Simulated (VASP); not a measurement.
The system is Ta.

```xyz
2
Lattice="0.0000 2.3746 5.0054 1.5764 0.0000 5.0054 1.5764 2.3746 0.0000" Properties=species:S:1:pos:R:3 pbc="T T T"
Ta    1.5764    2.3746    1.3539
Ta    1.5764    2.3746    8.6569
```

The cell was built by a generator and needn't be a form met in nature.

- Program: VASP 6.6.1
- Task: relaxation of cell and atoms
- Functional: r2SCAN
- Potentials or basis: VASP PAW PBE potentials, release 64 (Ta_pv)
- Cutoff: 600 eV
- k mesh: 6 × 6 × 6
- Occupations: gaussian, width 0.1 eV
- Spin: no spin polarisation

At the start: pressure 1.2 GPa; volume 18.74 Å³/atom.

Where does the relaxation end?

Over 10 steps the energy falls by 17.0 meV/atom and the volume is 18.89 Å³/atom (+0.8 %); space group Fmmm (No. 69, to 0.05 Å).

Step by step:
| step | energy change (eV) | largest force (eV/Å) | pressure (GPa) | volume (Å³) |
| --- | --- | --- | --- | --- |
| 1 | 0.0000 | 0.1644 | 1.24 | 37.47 |
| 2 | -0.0120 | 0.1485 | -2.00 | 38.26 |
| 3 | -0.0121 | 0.1235 | -1.70 | 38.18 |
| 4 | -0.0209 | 0.3809 | 0.27 | 37.84 |
| 5 | -0.0211 | 0.4576 | 0.87 | 37.74 |
| 6 | -0.0279 | 0.3775 | 0.66 | 37.75 |
| 7 | -0.0297 | 0.2714 | 0.62 | 37.75 |
| 8 | -0.0329 | 0.0810 | -0.57 | 37.93 |
| 9 | -0.0330 | 0.0323 | -0.87 | 37.98 |
| 10 | -0.0340 | 0.0379 | 0.06 | 37.77 |

Final structure:
```cif
data_structure
_symmetry_space_group_name_H-M 'P 1'
_symmetry_Int_Tables_number 1
_cell_length_a 5.6974
_cell_length_b 5.3636
_cell_length_c 2.8659
_cell_angle_alpha 81.543
_cell_angle_beta 68.618
_cell_angle_gamma 29.839
_cell_volume 37.77
loop_
_atom_site_label
_atom_site_type_symbol
_atom_site_fract_x
_atom_site_fract_y
_atom_site_fract_z
_atom_site_occupancy
Ta1 Ta 0.13348 0.13348 0.86652 1
Ta2 Ta 0.86652 0.86652 0.13348 1
```

Caveat: the k mesh is coarse (spacing up to 0.41 Å⁻¹), so the values aren't converged; the PAW data sets were made with another functional, which shifts forces and pressure a little.
